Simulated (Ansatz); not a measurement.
## Ti: energy along a strain

Ti, Im-3m, a = 3.210 Å. This isn't the element's structure at ambient conditions. Ansatz: PBEsol, PAW, 420 eV, Γ-centred 26×26×26 mesh on 1 atom, Gaussian smearing 0.15 eV; no spin polarisation. Cell vectors (Å): -1.605 1.605 1.605; 1.605 -1.605 1.605; 1.605 1.605 -1.605. The cell is strained by x per cent times the pattern (0 1 0 0 0 0) in the order xx yy zz yz xz xy (engineering shears), with fractional coordinates held. y is the free energy over the start, V0 = 16.542 Å³/atom. Points with a strain past 8.5 % were computed too (3) and aren't used here.

| x (%) | y (meV/atom) |
| --- | --- |
| -7.50 | ? |
| -5.00 | 13.87 |
| -2.50 | 3.41 |
| 0.00 | 0.00 |
| 2.50 | 2.98 |
| 5.00 | 11.58 |
| 7.50 | 25.03 |

Task: Fit y = c1 x + c2 x² + c3 x³ to the other rows, get the stiffness along the pattern, and predict the missing energy.

Result: Least squares on the rows shown. y = −0.031975 x + 0.50895 x² − 0.0079503 x³. The clamped-ion stiffness p·C·p = 2 × 5.090 eV × 160.2 / 16.542 Å³ = 99 GPa, which is C22 in these axes (C11 of the cubic crystal); c1 is there for the stress left in the start, which by itself gives a slope of -0.04 meV/atom per %. At x = -7.50 the fit asked for gives 32.22 meV/atom. The run gave 31.89 meV/atom, so the fit is 0.33 meV/atom too high, 1 % of the span of the series, against an rms of 0.01 meV/atom on the fitted rows. The row lies outside the fitted range. With a term in x⁴ added, a fit to the same known rows predicts 32.01 meV/atom, so most of the miss is curvature that the known rows already hold.